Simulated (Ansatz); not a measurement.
Structure: SrO in the CsCl structure, at its r2SCAN minimum. It is cubic, Pm-3m (No. 221); conventional cell a = 3.103 Å, 14.94 Å³ an atom. Sr is surrounded by 8 O at 2.69 Å; O is surrounded by 8 Sr at 2.69 Å.

5 runs of the plane-wave code Ansatz on this cell differ in the functional (and in the settings that go with it). Levels are in eV from each run's valence top; v1 is the last filled band, c1 the first empty one.

Run A, mean stress 0.0 GPa (compression positive):
```
point     v2     v1    c1    c2
    Γ  -0.05  -0.05  3.31  3.31
    X  -0.63  -0.63  4.45  8.12
    M  -1.22   0.00  4.84  5.25
    R  -2.93  -2.93  9.07  9.07
```

Run B, mean stress -0.3 GPa (compression positive):
```
point     v2     v1     c1     c2
    Γ  -0.07  -0.07   5.06   5.06
    X  -0.69  -0.69   6.34  10.01
    M  -1.34   0.00   6.55   6.94
    R  -3.17  -3.17  11.03  11.03
```

Run C, mean stress -0.7 GPa (compression positive):
```
point     v2     v1     c1     c2
    Γ  -0.05  -0.05   4.14   4.14
    X  -0.65  -0.65   5.34   9.05
    M  -1.27   0.00   5.68   6.09
    R  -3.02  -3.02  10.04  10.04
```

Run D, mean stress +2.8 GPa (compression positive):
```
point     v2     v1    c1    c2
    Γ  -0.05  -0.05  2.80  2.80
    X  -0.64  -0.64  3.95  7.43
    M  -1.20   0.00  4.23  4.63
    R  -2.94  -2.94  8.37  8.37
```

Run E, mean stress -0.3 GPa (compression positive):
```
point     v2     v1     c1     c2
    Γ  -0.06  -0.06   4.33   4.33
    X  -0.67  -0.67   5.59   9.24
    M  -1.32   0.00   5.81   6.20
    R  -3.12  -3.12  10.25  10.25
```

Task: Match the runs to PBE, r2SCAN, r2SCANh, HSE06, PBE0.

Result: A is r2SCAN, B is PBE0, C is r2SCANh, D is PBE, E is HSE06. In order of the gap: PBE 2.80, r2SCAN 3.31, r2SCANh 4.14, HSE06 4.33, PBE0 5.06 eV.

No spin polarisation and no zero-point or thermal motion; the cell was built from a prototype and may be hypothetical.

The program warns that its thresholds are loose for a hybrid's stress.

The meshes of the hybrids are coarse, so their gaps aren't converged to the digits shown.
